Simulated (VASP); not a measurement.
# CaB: single point with r2SCAN

Crystal: CaB.

```
Ca B
1.0
     4.00510   -0.03864   -0.02893
     2.06019   -6.04075   -0.04044
     0.04317   -0.02598   -6.01475
Ca B
4 4
Cartesian
  2.0474 -0.6689 -4.5656
  4.0615 -5.3921 -1.5827
  4.0829 -3.3608 -4.5364
  2.1008 -2.7571 -1.4987
  2.1080 -4.9374 -5.6732
  4.0471 -1.2310 -2.7084
  4.0096 -1.1863 -0.3825
  2.0491 -4.8623 -3.3926
```

The cell was built by a generator and needn't be a form met in nature.

```yaml
Program: VASP 6.6.1
Task: single point
Functional: r2SCAN
Potentials_or_basis: VASP PAW PBE potentials, release 64 (Ca_sv, B)
Cutoff: 520 eV
k_mesh: 5 × 3 × 3, shifted
Occupations: fermi-dirac, width 0.1 eV
Spin: no spin polarisation
Dipole_correction: no
Further_INCAR_settings: ALGO = Normal; EDIFF = 1e-07; NBANDS = 36
```

```yaml
Pressure: -1.1 GPa
Largest_force: 2.446 eV/Å
Band_gap_on_the_k_mesh: none (metal or under the smearing width)
```

Forces in eV/Å, atoms in the order of the input:
```
Ca   0.041  0.379  0.252
Ca   0.025 -0.661  0.048
Ca   0.020 -0.213 -0.057
Ca  -0.260  0.427 -0.128
B   -0.086 -1.331  1.726
B   -0.025  1.411  1.857
B    0.111  1.465 -1.756
B    0.175 -1.478 -1.942
```

Stress tensor (GPa, compression positive):
```
 0.80  0.89  0.77
 0.89 -1.00 -0.67
 0.77 -0.67 -3.00
```

Levels at points of the mesh, in eV from the Fermi level:
```tsv
k point	band 24	band 25	band 26	band 27	band 28	band 29
(0.50, 0.00, 0.00)	-1.14	-0.32	-0.21	-0.15	0.42	1.52
```

It took 3.7 min on 1 thread of Intel(R) Xeon(R) 6975P-C (Granite Rapids), with other jobs on the host, peak memory 0.31 GiB.

Caveat: the PAW data sets were made with another functional, which shifts forces and pressure a little.
